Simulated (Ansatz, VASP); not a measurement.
## BiH4 in VASP and in Ansatz

Contents of INCAR:

```
SYSTEM = BiH4
ALGO     = Normal         ! electronic algorithm
EDIFF    = 1E-6           ! SCF threshold, eV
EDIFFG   = -0.01          ! ionic threshold
ENCUT    = 600            ! plane-wave cutoff, eV
GGA      = PE             ! functional
IBRION   = 2              ! ionic algorithm
ISIF     = 3              ! what is computed and relaxed
ISMEAR   = 0              ! smearing method
LASPH    = .True.         ! aspherical terms in the spheres
LCHARG   = .False.        ! write CHGCAR
LREAL    = .False.        ! projectors in reciprocal space
LWAVE    = .False.        ! write WAVECAR
NELM     = 100            ! most SCF steps
NSW      = 100            ! ionic steps
PREC     = Accurate       ! precision mode
SIGMA    = 0.1            ! smearing width, eV
```

File KPOINTS:

```
k-points
0
Gamma
  12 12 12
  0 0 0
```

File POSCAR:

```
BiH4
1.0
    0.0000000000      2.8200096289      2.8200096289
    2.8200096289      0.0000000000      2.8200096289
    2.8200096289      2.8200096289      0.0000000000
Bi H
1 4
Direct
    0.7500000000      0.7500000000      0.7500000000
    0.3548872443      0.9353382672      0.3548872443
    0.3548872443      0.3548872443      0.3548872443
    0.9353382672      0.3548872443      0.3548872443
    0.3548872443      0.3548872443      0.9353382672
```

Input for Ansatz:

```yaml
crystal:
  lattice:
    - [0.0, 2.8200096289, 2.8200096289]
    - [2.8200096289, 0.0, 2.8200096289]
    - [2.8200096289, 2.8200096289, 0.0]
  atoms:
    - { symbol: Bi, position: [0.75, 0.75, 0.75] }
    - { symbol: H, position: [0.3548872443, 0.9353382672, 0.3548872443] }
    - { symbol: H, position: [0.3548872443, 0.3548872443, 0.3548872443] }
    - { symbol: H, position: [0.9353382672, 0.3548872443, 0.3548872443] }
    - { symbol: H, position: [0.3548872443, 0.3548872443, 0.9353382672] }
basis:
  ecutwfc: 420
kpoints:
  mp_grid: { grid: [12, 12, 12] }
hamiltonian:
  xc: pbe
scf:
  occupations: { method: gaussian, width: 0.1 }
output:
  forces: true
  stress: true
  eigenvalues: true
  write_density: true
  write_potential: true
  elf: true
  volumetric_format: npy
relax:
  adjacent_minimum: "off"
  f_tol: 0.01
  max_steps: 80
  cell: { stress_tol: 0.05 }
```

Alike in both runs: task relaxation of cell and atoms; functional PBE; k mesh 12 × 12 × 12; occupations gaussian, width 0.1 eV; no spin polarisation.

|  | VASP | Ansatz |
| --- | --- | --- |
| version | VASP 6.6.1 | Ansatz 0.2.0 |
| potentials or method | VASP PAW PBE potentials, release 64 (Bi_d, H) | scalar-relativistic, plane waves, PAW |
| plane-wave cutoff (eV) | 600 | 420 |
| valence electrons in the cell | 19 | 19 |

|  | VASP | Ansatz | Ansatz less VASP |
| --- | --- | --- | --- |
| gap on the k mesh at the Fermi level, each at its own relaxed structure (eV) | none | none | - |
| relaxed volume (Å³/atom) | 8.95 | 8.97 | +0.020 |
| relaxed cell length with the largest relative difference (Å) | 3.985 | 3.988 | +0.0030 |

A gap of «none» marks a metal or a gap that the smearing closes.

Caveats: spin-orbit coupling is left out, which moves the levels of the heavy elements.
